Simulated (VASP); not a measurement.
# InP (F-43m) in VASP: further runs

The runs below take InP through single point, with LDA.

Everything below comes from runs of VASP 6.6.1. Logs are shortened: lines on timing, memory, paths and dates and some standing lists are left out, and cuts for length are marked.

## (1) The undisturbed crystal

It takes space group F-43m (No. 216, cubic). Conventional cell: a = 5.861 Å, b = 5.861 Å, c = 5.861 Å, α = 90.00°, β = 90.00°, γ = 90.00°. In (site symmetry -43m) is surrounded by 4 P at 2.54 Å. P (site symmetry -43m) is surrounded by 4 In at 2.54 Å.

## (2) Single point, LDA (grid = ENCUT=400 dk=0.35 cell=3x3x3 ISMEAR=0 SIGMA=0.05 LREAL=Auto EDIFF=1e-06)

INCAR

```
ALGO = Fast
EDIFF = 1E-6
ENCUT = 400
GGA = CA
ISIF = 2
ISMEAR = 0
KPAR = 2
LASPH = True
LCHARG = False
LREAL = Auto
LWAVE = False
NBANDS = 261
NCORE = 1
NELM = 120
PREC = Accurate
SIGMA = 0.05
```

KPOINTS

```
k-points
0
Gamma
  2 2 2
```

POSCAR

```
InP
1.0
    0.0000000000      8.7915000000      8.7915000000
    8.7915000000      0.0000000000      8.7915000000
    8.7915000000      8.7915000000      0.0000000000
In P
27 27
Direct
    0.0000000000      0.0000000000      0.0000000000
    0.0000000000      0.0000000000      0.3333333333
    0.0000000000      0.0000000000      0.6666666667
    0.0000000000      0.3333333333      0.0000000000
    0.0000000000      0.3333333333      0.3333333333
    0.0000000000      0.3333333333      0.6666666667
    0.0000000000      0.6666666667      0.0000000000
    0.0000000000      0.6666666667      0.3333333333
    0.0000000000      0.6666666667      0.6666666667
    0.3333333333      0.0000000000      0.0000000000
    0.3333333333      0.0000000000      0.3333333333
    0.3333333333      0.0000000000      0.6666666667
    0.3333333333      0.3333333333      0.0000000000
    0.3333333333      0.3333333333      0.3333333333
    0.3333333333      0.3333333333      0.6666666667
    0.3333333333      0.6666666667      0.0000000000
    0.3333333333      0.6666666667      0.3333333333
    0.3333333333      0.6666666667      0.6666666667
    0.6666666667      0.0000000000      0.0000000000
    0.6666666667      0.0000000000      0.3333333333
    0.6666666667      0.0000000000      0.6666666667
    0.6666666667      0.3333333333      0.0000000000
    0.6666666667      0.3333333333      0.3333333333
    0.6666666667      0.3333333333      0.6666666667
    0.6666666667      0.6666666667      0.0000000000
    0.6666666667      0.6666666667      0.3333333333
    0.6666666667      0.6666666667      0.6666666667
    0.2500000000      0.2500000000      0.2500000000
    0.2500000000      0.2500000000      0.5833333333
    0.2500000000      0.2500000000      0.9166666667
    0.2500000000      0.5833333333      0.2500000000
    0.2500000000      0.5833333333      0.5833333333
    0.2500000000      0.5833333333      0.9166666667
    0.2500000000      0.9166666667      0.2500000000
    0.2500000000      0.9166666667      0.5833333333
    0.2500000000      0.9166666667      0.9166666667
    0.5833333333      0.2500000000      0.2500000000
    0.5833333333      0.2500000000      0.5833333333
    0.5833333333      0.2500000000      0.9166666667
    0.5833333333      0.5833333333      0.2500000000
    0.5833333333      0.5833333333      0.5833333333
    0.5833333333      0.5833333333      0.9166666667
    0.5833333333      0.9166666667      0.2500000000
    0.5833333333      0.9166666667      0.5833333333
    0.5833333333      0.9166666667      0.9166666667
    0.9166666667      0.2500000000      0.2500000000
    0.9166666667      0.2500000000      0.5833333333
    0.9166666667      0.2500000000      0.9166666667
    0.9166666667      0.5833333333      0.2500000000
    0.9166666667      0.5833333333      0.5833333333
    0.9166666667      0.5833333333      0.9166666667
    0.9166666667      0.9166666667      0.2500000000
    0.9166666667      0.9166666667      0.5833333333
    0.9166666667      0.9166666667      0.9166666667
```

Potentials or basis: VASP PAW LDA potentials, release 64 (In_d, P).

Run with:

```bash
> cat potpaw_LDA.64/In_d/POTCAR potpaw_LDA.64/P/POTCAR > POTCAR
> mpirun -np 4 vasp_std > vasp.out
```

OUTCAR:

```text
EDIFF = 1E-6
   ENCUT = 400
   GGA = CA
   ISIF = 2
   ISMEAR = 0
   LASPH = True
   LREAL = Auto
   NELM = 120
   PREC = Accurate

 Found      3 irreducible k-points:

 Following reciprocal coordinates:
            Coordinates               Weight
  0.000000  0.000000  0.000000      1.000000
  0.500000  0.000000  0.000000      4.000000
  0.500000  0.500000  0.000000      3.000000
   k-points           NKPTS =      3   k-points in BZ     NKDIM =      3   number of bands    NBANDS=    262
   number of dos      NEDOS =    301   number of ions     NIONS =     54
   total plane-waves  NPLWV = 592704
   dimension x,y,z NGX =    84 NGY =   84 NGZ =   84
   dimension x,y,z NGXF=   168 NGYF=  168 NGZF=  168
   ions per type =              27  27
   NGX,Y,Z   is equivalent  to a cutoff of  11.23, 11.23, 11.23 a.u.
   NGXF,Y,Z  is equivalent  to a cutoff of  22.46, 22.46, 22.46 a.u.
 SYSTEM =  unknown system
   PREC   = accura    normal or accurate (medium, high low for compatibility)
   ISTART =      0    job   : 0-new  1-cont  2-samecut
   ICHARG =      2    charge: 1-file 2-atom 10-const
   ISPIN  =      1    spin polarized calculation?
   LNONCOLLINEAR =      F non collinear calculations
   LSORBIT =      F    spin-orbit coupling
   LASPH  =      T    aspherical Exc in radial PAW
   ENCUT  =  400.0 eV  29.40 Ry    5.42 a.u.  20.28 20.28 20.28*2*pi/ulx,y,z
   NELM   =    120;   NELMIN=  2; NELMDL= -5     # of ELM steps
   EDIFF  = 0.1E-05   stopping-criterion for ELM
   LREAL  =      T    real-space projection
   EDIFFG = 0.1E-04   stopping-criterion for IOM
   NSW    =      0    number of steps for IOM
   IBRION =     -1    ionic relax: 0-MD 1-quasi-New 2-CG
   NFREE  =      0    steps in history (QN), initial steepest desc. (CG)
   ISIF   =      2    stress and relaxation
   ISYM   =      2    0-nonsym 1-usesym 2-fastsym
   POTIM  = 0.5000    time-step for ionic-motion
   TEBEG  =    0.0;   TEEND  =   0.0 temperature during run
   PSTRESS=    0.0 pullay stress
   NELECT =     486.0000    total number of electrons
   NUPDOWN=      -1.0000    fix difference up-down
   EMIN   =  10.00;   EMAX   =-10.00  energy-range for DOS
   EFERMI =   0.00;   METHOD = LEGACY
   ISMEAR =     0;   SIGMA  =   0.05  broadening in eV -4-tet -1-fermi 0-gaus
   EFERMI_NEDOS =   21; number of points for ismear=-14 and -15
   IALGO  =     68    algorithm
   IMIX   =      4    mixing-type and parameters
     AMIX     =   0.40;   BMIX     =  1.00
     AMIX_MAG =   1.60;   BMIX_MAG =  1.00
  volume/ion in A,a.u.               =      25.17       169.83
  Fermi-wavevector in a.u.,A,eV,Ry     =   1.162021  2.195901 18.371846  1.350293
  Thomas-Fermi vector in A             =   2.298587
   LORBIT       =      0    0 simple, 1 ext, 2 COOP (PROOUT), +10 PAW based schemes
   GGA     = CA    functional components
   LHFCALC =     F    Hartree Fock is set to
   AEXX    =    0.0000 exact exchange contribution
   IVDW    =     0    specifies the selected vdW correction
   LEPSILON=     F    determine dielectric tensor
   LRPA    =     F    only Hartree local field effects (RPA)
 non-spin polarized calculation
 RMM-DIIS sequential band-by-band and
 Gauss-broadening in eV      SIGMA  =   0.05
  energy-cutoff  :      400.00
  volume of cell :     1359.00
 maximum number of plane-waves:     24764
 NGX is ok and might be reduce to    84
   NGX = 41   NGY = 41   NGZ = 41

 number of electron     485.9999726 magnetization

 Free energy of the ion-electron system (eV)
  ---------------------------------------------------
  ext. energy  EPLUGINS =         0.00000000
  ---------------------------------------------------
  free energy    TOTEN  =      -260.74990723 eV

  energy without entropy =     -260.74990723  energy(sigma->0) =     -260.74990723

 E-fermi :   5.2912     XC(G=0):  -9.6092

 val. band max:        5.0163871572   @ k =   0.0000   0.0000   0.0000
 cond. band min:       5.5231490868   @ k =   0.0000   0.0000   0.0000
 fundamental gap:      0.5067619296
 Fermi energy:         5.2912247927

 k-point     1 :       0.0000    0.0000    0.0000
  band No.  band energies     occupation
      1      -9.3240      2.00000
      2      -9.3240      2.00000
      3      -9.3240      2.00000
      4      -9.3240      2.00000
      5      -9.3240      2.00000
      6      -9.3240      2.00000
[... 247 lines left out ...]
    254       6.8973      0.00000
    255       6.8973      0.00000

 k-point     2 :       0.5000    0.0000    0.0000
  band No.  band energies     occupation
      1      -9.3405      2.00000
      2      -9.3405      2.00000
      3      -9.3405      2.00000
      4      -9.3405      2.00000
      5      -9.3405      2.00000
      6      -9.3405      2.00000
[... 247 lines left out ...]
    254       7.5871      0.00000
    255       7.5880      0.00000

 k-point     3 :       0.5000    0.5000    0.0000
  band No.  band energies     occupation
      1      -9.3637      2.00000
      2      -9.3390      2.00000
      3      -9.3390      2.00000
      4      -9.3390      2.00000
      5      -9.3390      2.00000
      6      -9.3101      2.00000
[... 247 lines left out ...]
    254       7.5468      0.00000
    255       7.5512      0.00000
 [bands above 255 left out]

------------------------ aborting loop because EDIFF is reached ----------------------------------------

  FORCE on cell =-STRESS in cart. coord.  units (eV):
  Direction    XX          YY          ZZ          XY          YZ          ZX
  --------------------------------------------------------------------------------------
  -------------------------------------------------------------------------------------
  Total      -10.2195302    -10.2195302    -10.2195302     -0.0000000      0.0000000      0.0000000
  in kB      -12.0482113    -12.0482113    -12.0482113     -0.0000000      0.0000000      0.0000000
  external PRESSURE =     -12.0482113 kB  Pullay stress =       0.0000000 kB

 VOLUME and BASIS-vectors are now :
 -----------------------------------------------------------------------------
  energy-cutoff  :      400.00
  volume of cell :     1359.00
      direct lattice vectors                 reciprocal lattice vectors
     0.000000000  8.791500000  8.791500000    -0.056873116  0.056873116  0.056873116
     8.791500000  0.000000000  8.791500000     0.056873116 -0.056873116  0.056873116
     8.791500000  8.791500000  0.000000000     0.056873116  0.056873116 -0.056873116

 POSITION                                       TOTAL-FORCE (eV/Angst)
 -----------------------------------------------------------------------------------
      0.00000      0.00000      0.00000        -0.000000     -0.000000      0.000000
      2.93050      2.93050      0.00000        -0.000000      0.000000      0.000000
      5.86100      5.86100      0.00000         0.000000      0.000000     -0.000000
      2.93050      0.00000      2.93050        -0.000000     -0.000000      0.000000
      5.86100      2.93050      2.93050        -0.000000      0.000000      0.000000
      8.79150      5.86100      2.93050        -0.000000      0.000000     -0.000000
[... 46 lines left out ...]
     13.18725     13.18725     16.11775         0.000000     -0.000000     -0.000000
     16.11775     16.11775     16.11775         0.000000     -0.000000      0.000000
 -----------------------------------------------------------------------------------
    total drift:                               -0.000003     -0.000003      0.000002

  FREE ENERGIE OF THE ION-ELECTRON SYSTEM (eV)
  ---------------------------------------------------
  free  energy   TOTEN  =      -260.7499072277 eV

  energy  without entropy=     -260.7499072277  energy(sigma->0) =     -260.74990723
```

Run time: 14 min. Hardware: 4 MPI ranks of Intel Xeon Platinum 8259CL at 2.50GHz (Skylake/Cascade Lake), shared host; peak memory 0.72 GiB.

These settings aren't checked as converged: the numbers below hold their error.

Results:

```yaml
Free_energy: -260.7499 eV
Pressure: -1.2 GPa
Band_gap_on_the_k_mesh: 0.51 eV
```

Caveat: spin-orbit coupling is left out, which moves the levels of the heavy elements.

## (3) Single point, LDA (grid = ENCUT=400 dk=0.9 cell=3x3x3 ISMEAR=0 SIGMA=0.05 LREAL=Auto EDIFF=1e-06)

Edit INCAR of step 2 so:

```diff
@@ -6,3 +6,3 @@
 ISMEAR = 0
-KPAR = 2
+KPAR = 1
 LASPH = True
@@ -12,3 +12,3 @@
 NBANDS = 261
-NCORE = 1
+NCORE = 2
 NELM = 120
```

KPOINTS

```
k-points
0
Gamma
  1 1 1
```

POSCAR is that of step 2.

Potentials or basis: VASP PAW LDA potentials, release 64 (In_d, P).

Run with:

```bash
> cat potpaw_LDA.64/In_d/POTCAR potpaw_LDA.64/P/POTCAR > POTCAR
> mpirun -np 4 vasp_std > vasp.out
```

OUTCAR:

```text
EDIFF = 1E-6
   ENCUT = 400
   GGA = CA
   ISIF = 2
   ISMEAR = 0
   LASPH = True
   LREAL = Auto
   NELM = 120
   PREC = Accurate

 Found      1 irreducible k-points:

 Following reciprocal coordinates:
            Coordinates               Weight
  0.000000  0.000000  0.000000      1.000000
   k-points           NKPTS =      1   k-points in BZ     NKDIM =      1   number of bands    NBANDS=    262
   number of dos      NEDOS =    301   number of ions     NIONS =     54
   total plane-waves  NPLWV = 592704
   dimension x,y,z NGX =    84 NGY =   84 NGZ =   84
   dimension x,y,z NGXF=   168 NGYF=  168 NGZF=  168
   ions per type =              27  27
   NGX,Y,Z   is equivalent  to a cutoff of  11.23, 11.23, 11.23 a.u.
   NGXF,Y,Z  is equivalent  to a cutoff of  22.46, 22.46, 22.46 a.u.
 SYSTEM =  unknown system
   PREC   = accura    normal or accurate (medium, high low for compatibility)
   ISTART =      0    job   : 0-new  1-cont  2-samecut
   ICHARG =      2    charge: 1-file 2-atom 10-const
   ISPIN  =      1    spin polarized calculation?
   LNONCOLLINEAR =      F non collinear calculations
   LSORBIT =      F    spin-orbit coupling
   LASPH  =      T    aspherical Exc in radial PAW
   ENCUT  =  400.0 eV  29.40 Ry    5.42 a.u.  20.28 20.28 20.28*2*pi/ulx,y,z
   NELM   =    120;   NELMIN=  2; NELMDL= -5     # of ELM steps
   EDIFF  = 0.1E-05   stopping-criterion for ELM
   LREAL  =      T    real-space projection
   EDIFFG = 0.1E-04   stopping-criterion for IOM
   NSW    =      0    number of steps for IOM
   IBRION =     -1    ionic relax: 0-MD 1-quasi-New 2-CG
   NFREE  =      0    steps in history (QN), initial steepest desc. (CG)
   ISIF   =      2    stress and relaxation
   ISYM   =      2    0-nonsym 1-usesym 2-fastsym
   POTIM  = 0.5000    time-step for ionic-motion
   TEBEG  =    0.0;   TEEND  =   0.0 temperature during run
   PSTRESS=    0.0 pullay stress
   NELECT =     486.0000    total number of electrons
   NUPDOWN=      -1.0000    fix difference up-down
   EMIN   =  10.00;   EMAX   =-10.00  energy-range for DOS
   EFERMI =   0.00;   METHOD = LEGACY
   ISMEAR =     0;   SIGMA  =   0.05  broadening in eV -4-tet -1-fermi 0-gaus
   EFERMI_NEDOS =   21; number of points for ismear=-14 and -15
   IALGO  =     68    algorithm
   IMIX   =      4    mixing-type and parameters
     AMIX     =   0.40;   BMIX     =  1.00
     AMIX_MAG =   1.60;   BMIX_MAG =  1.00
  volume/ion in A,a.u.               =      25.17       169.83
  Fermi-wavevector in a.u.,A,eV,Ry     =   1.162021  2.195901 18.371846  1.350293
  Thomas-Fermi vector in A             =   2.298587
   LORBIT       =      0    0 simple, 1 ext, 2 COOP (PROOUT), +10 PAW based schemes
   GGA     = CA    functional components
   LHFCALC =     F    Hartree Fock is set to
   AEXX    =    0.0000 exact exchange contribution
   IVDW    =     0    specifies the selected vdW correction
   LEPSILON=     F    determine dielectric tensor
   LRPA    =     F    only Hartree local field effects (RPA)
 non-spin polarized calculation
 RMM-DIIS sequential band-by-band and
 Gauss-broadening in eV      SIGMA  =   0.05
  energy-cutoff  :      400.00
  volume of cell :     1359.00
 maximum number of plane-waves:     24693
 NGX is ok and might be reduce to    84
   NGX = 41   NGY = 41   NGZ = 41

 number of electron     485.9999725 magnetization

 Free energy of the ion-electron system (eV)
  ---------------------------------------------------
  ext. energy  EPLUGINS =         0.00000000
  ---------------------------------------------------
  free energy    TOTEN  =      -249.51794543 eV

  energy without entropy =     -249.51794543  energy(sigma->0) =     -249.51794543

 E-fermi :   5.3688     XC(G=0):  -9.5790

 val. band max:        5.1375906623   @ k =   0.0000   0.0000   0.0000
 cond. band min:       5.5932258194   @ k =   0.0000   0.0000   0.0000
 fundamental gap:      0.4556351571
 Fermi energy:         5.3688464617

 k-point     1 :       0.0000    0.0000    0.0000
  band No.  band energies     occupation
      1      -9.3256      2.00000
      2      -9.3256      2.00000
      3      -9.3256      2.00000
      4      -9.3256      2.00000
      5      -9.3256      2.00000
      6      -9.3256      2.00000
[... 247 lines left out ...]
    254       6.9215      0.00000
    255       6.9216      0.00000
 [bands above 255 left out]

------------------------ aborting loop because EDIFF is reached ----------------------------------------

  FORCE on cell =-STRESS in cart. coord.  units (eV):
  Direction    XX          YY          ZZ          XY          YZ          ZX
  --------------------------------------------------------------------------------------
  -------------------------------------------------------------------------------------
  Total       -3.2595281     -3.2595281     -3.2595281     -0.0000000     -0.0000000      0.0000000
  in kB       -3.8427876     -3.8427876     -3.8427876     -0.0000000     -0.0000000      0.0000000
  external PRESSURE =      -3.8427876 kB  Pullay stress =       0.0000000 kB

 VOLUME and BASIS-vectors are now :
 -----------------------------------------------------------------------------
  energy-cutoff  :      400.00
  volume of cell :     1359.00
      direct lattice vectors                 reciprocal lattice vectors
     0.000000000  8.791500000  8.791500000    -0.056873116  0.056873116  0.056873116
     8.791500000  0.000000000  8.791500000     0.056873116 -0.056873116  0.056873116
     8.791500000  8.791500000  0.000000000     0.056873116  0.056873116 -0.056873116

 POSITION                                       TOTAL-FORCE (eV/Angst)
 -----------------------------------------------------------------------------------
      0.00000      0.00000      0.00000         0.000000     -0.000000      0.000000
      2.93050      2.93050      0.00000        -0.000000     -0.000000      0.000000
      5.86100      5.86100      0.00000        -0.000000     -0.000000      0.000000
      2.93050      0.00000      2.93050        -0.000000     -0.000000      0.000000
      5.86100      2.93050      2.93050        -0.000000      0.000000      0.000000
      8.79150      5.86100      2.93050        -0.000000     -0.000000      0.000000
[... 46 lines left out ...]
     13.18725     13.18725     16.11775        -0.000000      0.000000     -0.000000
     16.11775     16.11775     16.11775         0.000000      0.000000     -0.000000
 -----------------------------------------------------------------------------------
    total drift:                               -0.000002     -0.000002      0.000003

  FREE ENERGIE OF THE ION-ELECTRON SYSTEM (eV)
  ---------------------------------------------------
  free  energy   TOTEN  =      -249.5179454278 eV

  energy  without entropy=     -249.5179454277  energy(sigma->0) =     -249.51794543
```

Run time: 4.4 min. Hardware: 4 MPI ranks of Intel Xeon Platinum 8259CL at 2.50GHz (Skylake/Cascade Lake), shared host; peak memory 0.38 GiB.

These settings aren't checked as converged: the numbers below hold their error.

Results:

```yaml
Free_energy: -249.5179 eV
Pressure: -0.4 GPa
Band_gap_on_the_k_mesh: 0.46 eV
```

Caveat: the k mesh is coarse (spacing up to 0.62 Å⁻¹), so the values aren't converged; spin-orbit coupling is left out, which moves the levels of the heavy elements; an odd mesh through Γ misses points on the zone boundary, where band edges often lie.
